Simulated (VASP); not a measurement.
Here is a VASP 6.6.1 calculation.

Contents of INCAR:

```
SYSTEM = TePb
PREC = Accurate
ENCUT = 300
EDIFF = 1E-7
ISMEAR = 0
SIGMA = 0.03
LREAL = .FALSE.
LASPH = .TRUE.
NELM = 80
ALGO = Normal
ISIF = 2
LWAVE = .FALSE.
LCHARG = .FALSE.
GGA = PE
IBRION = 2
NSW = 40
EDIFFG = -0.01
```

File KPOINTS:

```
Automatic mesh
0
G
  4 4 4
  0 0 0
```

The input POSCAR:

```
TePb                                    
1.0
    0.0000000000      3.2581183623      3.2581183623
    3.2581183623      0.0000000000      3.2581183623
    3.2581183623      3.2581183623      0.0000000000
  Te              Pb            
     1     1
Direct
     0.5000000000000000    0.5000000000000000    0.5000000000000000
     0.0000000000000000    0.0000000000000000    0.0000000000000000
```

Potentials or basis: VASP PAW PBE potentials, release 64 (Te, Pb).

Launch:

```bash
$ cat potpaw_PBE.64/Te/POTCAR potpaw_PBE.64/Pb/POTCAR > POTCAR
$ mpirun -np 1 vasp_std > vasp.out
```

Q: What does it give for the band gap on the k mesh?

A: 0.79 eV, direct.

Final structure:
```
Te Pb
1.0
     0.00000    3.25812    3.25812
     3.25812    0.00000    3.25812
     3.25812    3.25812    0.00000
Te Pb
1 1
Direct
  0.50000 0.50000 0.50000
  0.00000 0.00000 0.00000
```

Caveat: the relaxation stopped at its first step, so nothing moved; spin-orbit coupling is left out, which as a rule narrows the gap of such compounds by several tenths of an eV. A k mesh can miss the band edges.
